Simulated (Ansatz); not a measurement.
Find the missing element

Cell vectors (Å):

```
 2.5044  0.0000  0.0000
-1.2522  2.1688  0.0000
 0.0000  0.0000  7.0159
```

| atom | a | b | c |
| --- | --- | --- | --- |
| X | 0.3333 | 0.6667 | 0.2500 |
| X | 0.6667 | 0.3333 | 0.7500 |
| N | 0.3333 | 0.6667 | 0.7500 |
| N | 0.6667 | 0.3333 | 0.2500 |

All numbers below come from PBEsol, all-electron LAPW in Ansatz 0.2.0, scalar-relativistic. k mesh 10×10×4, fixed occupations.

Harmonic phonons of a crystal by Kohn-Sham DFT at the given cell, standard atomic masses, acoustic sum rule imposed; negative wavenumbers are unstable modes.

```
point  q a (r.l.u.)  q b (r.l.u.)  q c (r.l.u.)  branch  phonon wavenumber (cm⁻¹)
Gamma             0             0             0       4                      33.9
Gamma             0             0             0       6                      64.4
Gamma             0             0             0       7                     753.6
Gamma             0             0             0       8                     793.1
Gamma             0             0             0       9                      1362
Gamma             0             0             0      11                      1362
```

**Question.** All X atoms are one element. Which one was computed?

**Answer.** B; the crystal is BN (P6_3/mmc).

Caveats: no dispersion correction, so the spacing and stiffness between layers or molecules are poor; zone-boundary modes aren't tested; no LO-TO term at the zone centre.
